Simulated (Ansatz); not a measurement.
What a change of settings does to a run on Sc

The cell is COD entry 9008483, as deposited and not checked against the literature; nothing was relaxed.

First run: DFT, r2SCAN, PAW with Ansatz's default frozen-core files, scalar-relativistic (Ansatz 0.2.0).

Command: `ansatz run input.yaml --threads 1 --pin off --max-ram 2048MiB --backend cpu --events-out ev --progress --plain --runs-dir out` The run took 4.1 s on 1 thread of Arm Neoverse V1, with other jobs on the host, peak memory 0.35 GiB.

```yaml
crystal:
  lattice:
    - [0.0, 2.2705, 2.2705]
    - [2.2705, 0.0, 2.2705]
    - [2.2705, 2.2705, 0.0]
  atoms:
    - { symbol: Sc, position: [0.0, 0.0, 0.0] }
kpoints:
  mp_grid: { grid: [12, 12, 12] }
  band_path:
    path:
      - [0.0, 0.0, 0.0]
      - [0.5, 0.0, 0.5]
      - [0.625, 0.25, 0.625]
      - [0.375, 0.375, 0.75]
      - [0.0, 0.0, 0.0]
      - [0.5, 0.5, 0.5]
      - [0.5, 0.25, 0.75]
      - [0.5, 0.0, 0.5]
    npoints: 5
scf:
  occupations: { method: fermi_dirac, width: 0.03 }
hamiltonian:
  xc: r2scan
  pseudopotentials: { kind: paw }
output:
  forces: true
  stress: true
  eigenvalues: true
  efg: { contact_densities: true }
  write_density: true
  write_potential: true
  elf: true
  volumetric_format: npy
```

Result: converged; pressure 3.89 GPa; 6 SCF iterations.

Spin polarisation is left out, and whether a magnetic state lies lower isn't shown here.

The input is then changed:

```diff
@@ -7,5 +7,5 @@
     - { symbol: Sc, position: [0.0, 0.0, 0.0] }
 kpoints:
-  mp_grid: { grid: [12, 12, 12] }
+  mp_grid: { grid: [12, 12, 12], shift: [0.5, 0.5, 0.5] }
   band_path:
     path:
@@ -29,7 +29,3 @@
   eigenvalues: true
   efg: { contact_densities: true }
-  write_density: true
-  write_potential: true
-  elf: true
-  volumetric_format: npy
```

Task: Predict the outcome of the changed run.

Result: It converged; energy at zero smearing +1.5 meV/atom from the first run; pressure 4.00 GPa; 6 SCF iterations.

The results part of its log:

```
SCF 1 converged in 6 iterations: F = -2140.494832 eV  dr2 = 2.94e-9
  greatest PAW one-centre occupation: 0.998 electrons in one spin orbital (limit 2), on the Sc atom at site 0 (counted from 0), in its partial waves of l = 0
NSCF: frozen V_eff on 36 k-points
SCF converged after 6 iterations
Free energy (F): -2140.494832 eV
Harris-Foulkes:  -2140.494832 eV  (|F-HF|=1.74e-9)
Internal energy: -2140.489331 eV  (E = F + TS)
E sigma→0 (E₀):  -2140.492082 eV
Entropy (-TS):   -0.005501 eV (-5.501 meV/atom)
Fermi energy:    9.953047 eV
--- Per-component energies (eV) ---
  E_band       = -171.803073
  E_kinetic    = 261.139504
  E_local      = -818.277893  (includes V_loc(G=0)·N_el)
  E_nonlocal   = 82.304002
  E_hartree    = 278.494562
  E_xc         = -100.176403
  E_vxc        = -141.634531  (∫ρ·V_xc dr)
  E_paw        = -964.141245  (= ΣΔE_a)
  E_vpaw       = -121.669926  (= ΣTr[D̂ρ^β])
  E_aug_tail   = 0.000005  (compensation charges beyond the density's cutoff)
  E_vtau       = 9.344963  (kinetic-family band-sum trace: ∫τ·v_τ [+ j·A + Jᵃ·Aᵃ] dr)
  E_ewald      = -879.593372
  E_core_change = -0.238492  (= ΣΔE_core)
  E_smearing   = -0.005501  (= −TS)
  E_closure    = -0.000000  (closes the sum)
  Σ components = -2140.494832   (vs F -2140.494832, Δ=0.00e0)
--- Forces (eV/Å), atoms counted from 1 ---
  atom   1  Sc     0.00000000     0.00000000    -0.00000000
  max |Σ_I F_I| component: 2.88e-32 eV/Å
--- Stress (GPa, compression-positive) ---
        3.997890       0.015227       0.015227
        0.015227       3.997890       0.015227
        0.015227       0.015227       3.997890
  P = ⅓ Tr σ = 3.9979 GPa (39.979 kbar)
--- PAW observables at the nuclei: V_zz in 10²¹ V/m², potentials from the cell's mean, atoms counted from 1 ---
  atom   1  Sc V_zz =    +0.017666   η = 0.0000   by run symmetry: allowed
            electrostatic potential = -2368.449207 V   contact ρ = 48507.044753 e/Å³
--- Band table (eV; the first three rows and the last of 182) ---
  k-point 0: bands = ["-41.4874", "-18.8817", "-18.8724", "-18.8724", "4.3462", "11.7824", "11.8404", "11.8404", "13.3623", "13.3623"]
  k-point 1: bands = ["-41.4807", "-18.9218", "-18.8845", "-18.8751", "4.6006", "11.5813", "11.9312", "11.9319", "13.2281", "13.3684"]
  k-point 2: bands = ["-41.4657", "-19.0180", "-18.9000", "-18.8856", "5.2066", "11.1796", "12.0381", "12.0821", "13.1174", "13.3942"]
  k-point 181: bands = ["-41.4100", "-19.3473", "-18.9569", "-18.9379", "8.2168", "9.9915", "11.5533", "11.8078", "14.2765", "14.5524"]
```
